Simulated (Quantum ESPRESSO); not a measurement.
HfN:

```
CELL_PARAMETERS angstrom
0.00000 2.45482 2.45482
2.45482 0.00000 2.45482
2.45482 2.45482 0.00000
ATOMIC_POSITIONS crystal
Hf 0.00000 0.00000 0.00000
N 0.25000 0.25000 0.25000
```

The cell comes from a database or a generator and needn't be the stable form of this composition.

Base run:

| Item | Value |
| --- | --- |
| Program | Quantum ESPRESSO 7.5 |
| Functional | PBEsol |
| Potentials or basis | GBRV 1.5 PBEsol |
| Cutoff | 612 eV |
| Density cutoff | 4898 eV |
| k mesh | 9 × 9 × 9 |
| Occupations | fermi-dirac, width 0.05 eV |
| Spin | no spin polarisation |

Its results: band gap on the k mesh none (metal or under the smearing width); pressure -5.1 GPa.

The run is repeated on the same cell with these changes: functional from PBEsol to LDA; potentials or basis from GBRV 1.5 PBEsol to GBRV 1.5 LDA. What comes out?

Band gap on the k mesh none (metal or under the smearing width); pressure -9.6 GPa.

Caveats: spin-orbit coupling is left out, which moves the levels of the heavy elements.
